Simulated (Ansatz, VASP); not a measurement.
HfO2: VASP beside Ansatz

```
Hf O
1.0
     0.00000    2.45520    2.55750
     2.45520    0.00000    2.55750
     2.45520    2.45520    0.00000
Hf O
1 2
Direct
  0.00000 0.00000 0.00000
  0.25000 0.25000 0.25000
  0.75000 0.75000 0.75000
```

Change from the starting cell: strain -0.040 along x and y, +0.000 along z, atoms carried along.

Alike in both runs: task single point; functional PBE; k mesh 8 × 8 × 8; occupations gaussian, width 0.05 eV; no spin polarisation.

|  | VASP | Ansatz |
| --- | --- | --- |
| version | VASP 6.6.1 | Ansatz 0.2.0 |
| potentials or method | VASP PAW PBE potentials, release 64 (Hf_pv, O) | scalar-relativistic, plane waves, PAW |
| plane-wave cutoff (eV) | 520 | 420 |
| valence electrons in the cell | 22 | 38 |

Ansatz gave:

* gap on the k mesh at the Fermi level (eV): 3.50
* least direct gap on the mesh (eV): 3.67
* pressure (GPa): 20.5
* largest component of the traceless stress (GPa): 13.46

Task: Which values does VASP return?

Result: gap on the k mesh at the Fermi level (eV): 3.51; least direct gap on the mesh (eV): 3.70; pressure (GPa): 16.2; largest component of the traceless stress (GPa): 13.75.

One of these differences is far larger than is usual between the two programs; its cause wasn't traced. The two sets of potentials don't hold the same shells in valence.

Caveats: so large a pressure means that the cell lies far from this level's equilibrium, or that cutoff or potentials fall short (VASP); spin-orbit coupling is left out, which moves the levels of the heavy elements. A k mesh can miss the band edges.
